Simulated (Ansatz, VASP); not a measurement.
## One calculation of BiTe, two programs

INCAR

```
SYSTEM = BiTe
ALGO = Normal
EDIFF = 1E-6
ENCUT = 520
GGA = PE
ISIF = 2
ISMEAR = 0
LASPH = .True.
LCHARG = .False.
LREAL = .False.
LWAVE = .False.
NBANDS = 18
NELM = 60
PREC = Accurate
SIGMA = 0.05
```

The input KPOINTS:

```
k-points
0
Gamma
  8 8 8
  0 0 0
```

Contents of POSCAR:

```
BiTe
1.0
    0.0000000000      3.6227637705      3.6227637705
    3.6227637705      0.0000000000      3.6227637705
    3.6227637705      3.6227637705      0.0000000000
Bi Te
1 1
Direct
    0.0000000000      0.0000000000      0.0000000000
    0.2500000000      0.2500000000      0.2500000000
```

Input for Ansatz:

```yaml
crystal:
  lattice:
    - [0.0, 3.6227637705, 3.6227637705]
    - [3.6227637705, 0.0, 3.6227637705]
    - [3.6227637705, 3.6227637705, 0.0]
  atoms:
    - { symbol: Bi, position: [0.0, 0.0, 0.0] }
    - { symbol: Te, position: [0.25, 0.25, 0.25] }
basis:
  ecutwfc: 420
  ecutrho_ratio: 4
kpoints:
  mp_grid: { grid: [8, 8, 8] }
hamiltonian:
  xc: pbe
scf:
  occupations: { method: gaussian, width: 0.05 }
output:
  forces: true
  stress: true
  eigenvalues: true
```

Alike in both runs: task single point; functional PBE; k mesh 8 × 8 × 8; occupations gaussian, width 0.05 eV; no spin polarisation.

|  | VASP | Ansatz |
| --- | --- | --- |
| version | VASP 6.6.1 | Ansatz 0.2.0 |
| potentials or method | VASP PAW PBE potentials, release 64 (Bi_d, Te) | scalar-relativistic, plane waves, PAW |
| plane-wave cutoff (eV) | 520 | 420 |
| valence electrons in the cell | 21 | 31 |

|  | VASP | Ansatz | Ansatz less VASP |
| --- | --- | --- | --- |
| gap on the k mesh at the Fermi level (eV) | none | none | - |
| pressure (GPa) | 0.0 | 0.0 | +0.04 |

A gap of «none» marks a metal or a gap that the smearing closes. The two sets of potentials don't hold the same shells in valence.

Caveats: spin-orbit coupling is left out, which moves the levels of the heavy elements.
